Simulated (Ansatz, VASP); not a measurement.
**MgS: VASP beside Ansatz**

```
CELL_PARAMETERS angstrom
-0.06907 2.60152 2.60152
2.60152 -0.06907 2.60152
2.53245 2.53245 0.00000
ATOMIC_POSITIONS crystal
Mg 0.00000 0.00000 0.00000
S 0.50000 0.50000 0.50000
```

Change from the starting cell: shear_xy strain -5.3%.

Alike in both runs: task single point; functional r2SCAN; k mesh 8 × 8 × 8; no spin polarisation.

```csv
,VASP,Ansatz
version,VASP 6.6.1,Ansatz 0.2.0
potentials or method,"VASP PAW PBE potentials, release 64 (Mg, S)","plane waves, PAW"
plane-wave cutoff (eV),520,500
occupations,"gaussian, width 0.01 eV",fixed
valence electrons in the cell,8,16
```

VASP gave:

- gap on the k mesh at the Fermi level (eV): 3.05
- pressure (GPa): -0.4
- largest component of the traceless stress (GPa): 3.23

Question: What did Ansatz give for the same quantities?

Answer: gap on the k mesh at the Fermi level (eV): 3.08; pressure (GPa): 0.1; largest component of the traceless stress (GPa): 3.22.

The two sets of potentials don't hold the same shells in valence.

Caveats: the PAW data sets were made with another functional, which shifts forces and pressure a little (VASP). A k mesh can miss the band edges.
